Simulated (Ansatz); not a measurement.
## Hf in Ansatz: the effect of functional

Hf:

```
Hf
1.0
     0.00000    2.26354    2.26354
     2.26354    0.00000    2.26354
     2.26354    2.26354    0.00000
Hf
1
Cartesian
  0.0000 0.0000 0.0000
```

This isn't the form of Hf at room conditions, which is hcp.

The cell isn't the ideal one: volume scaled by 1.06.

Alike in all runs:

| Property | Result |
| --- | --- |
| Program | Ansatz 0.2.0 |
| Task | single point |
| Potentials or basis | Ansatz PAW |
| k mesh | 10 × 10 × 10 |
| Occupations | fermi-dirac, width 0.05 eV |
| Spin | no spin polarisation |

**Question.** One run gave: pressure -7.1 GPa. Which functional did it use?
A. LDA
B. r2SCAN
C. PBEsol

**Answer.** C.

| functional | cutoff | pressure (GPa) |
| --- | --- | --- |
| LDA | 420 eV (not typed: the program's choice for these potentials) | -10.9 |
| PBEsol | 420 eV (not typed: the program's choice for these potentials) | -7.1 |
| r2SCAN | 500 eV (not typed: the program's choice for these potentials) | -3.1 |

Caveats: the PAW data sets come from PBE, with cores solved anew for the run's functional, which leaves a small shift of forces and pressure.
